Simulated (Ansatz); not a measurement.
Calculated with Ansatz (gas phase, PBE0-D4/def2-TZVP geometries, no zero-point term in ΔE). CCSD(T)/CBS is the MP2 limit (def2-TZVPP, def2-QZVPP) plus CCSD(T) − MP2 in def2-TZVPP, frozen cores. DFT in def2-TZVPP. B3LYP here is the variant with VWN-RPA as its local correlation; programs differ in this. Each species was taken in one conformer, which may not be the lowest.

Reaction (substitution at a C–C bond): `C=C(C)C(C)=O` + `CCCS` → `CCCSC` + `C=C(C)C=O`

```json
{"level": "r2SCAN-D4", "ΔE (kJ/mol)": "25.6", "difference from CCSD(T)/CBS": "-0.2"}
{"level": "B3LYP-D4", "ΔE (kJ/mol)": "22.8", "difference from CCSD(T)/CBS": "-3.0"}
{"level": "ωB97X-V", "ΔE (kJ/mol)": "26.2", "difference from CCSD(T)/CBS": "0.4"}
{"level": "B2PLYP", "ΔE (kJ/mol)": "23.5", "difference from CCSD(T)/CBS": "-2.3"}
{"level": "PBE", "ΔE (kJ/mol)": "21.3", "difference from CCSD(T)/CBS": "-4.5"}
{"level": "HF/def2-TZVPP", "ΔE (kJ/mol)": "27.0", "difference from CCSD(T)/CBS": "1.2"}
{"level": "SCS-MP2/def2-TZVPP", "ΔE (kJ/mol)": "24.4", "difference from CCSD(T)/CBS": "-1.4"}
{"level": "SCS-MP2/def2-QZVPP", "ΔE (kJ/mol)": "23.4", "difference from CCSD(T)/CBS": "-2.4"}
{"level": "MP2/CBS(def2)", "ΔE (kJ/mol)": "23.0", "difference from CCSD(T)/CBS": "-2.8"}
{"level": "CCSD/CBS(def2)", "ΔE (kJ/mol)": "26.6", "difference from CCSD(T)/CBS": "0.8"}
{"level": "CCSD(T)/CBS", "ΔE (kJ/mol)": "25.8", "difference from CCSD(T)/CBS": "0"}
```

Largest T1 diagnostic among the species: 0.014.

From PBE to PBE0 (25 % exact exchange), in def2-TZVPP and without D4, ΔE moves by +3.0 kJ/mol.

CCSD(T)/CBS has its own doubt, a few kJ/mol and more with outer-core shells, so smaller differences from it don't rank the levels.
